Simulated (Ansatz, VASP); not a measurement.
# Two plane-wave programs on Ta

```
Ta
1.0
    -1.65128    1.65128    1.65128
     1.65128   -1.65128    1.65128
     1.65128    1.65128   -1.65128
Ta
1
Direct
  0.00000 0.00000 0.00000
```

Alike in both runs: task relaxation of cell and atoms; functional PBE; k mesh 18 × 18 × 18; occupations gaussian, width 0.1 eV; no spin polarisation.

|  | VASP | Ansatz |
| --- | --- | --- |
| version | VASP 6.6.1 | Ansatz 0.2.0 |
| potentials or method | VASP PAW PBE potentials, release 64 (Ta_pv) | scalar-relativistic, plane waves, PAW |
| plane-wave cutoff (eV) | 600 | 420 |
| valence electrons in the cell | 11 | 13 |

Ansatz gave:

| Quantity | Value |
| --- | --- |
| gap on the k mesh at the Fermi level, each at its own relaxed structure (eV) | none |
| relaxed volume (Å³/atom) | 18.28 |
| relaxed cell length with the largest relative difference (Å) | 2.874 |
| energy change over the relaxation (meV/atom) | -2 |

Question: What did VASP give for the same quantities?

Answer: gap on the k mesh at the Fermi level, each at its own relaxed structure (eV): none; relaxed volume (Å³/atom): 18.29; relaxed cell length with the largest relative difference (Å): 2.875; energy change over the relaxation (meV/atom): -3.

A gap of «none» marks a metal or a gap that the smearing closes. The two sets of potentials don't hold the same shells in valence.

Spin-orbit coupling is left out, which matters for the levels of Ta. Zero-point motion and thermal expansion aren't in these numbers. PBE usually gives volumes a little too large and moduli too small.
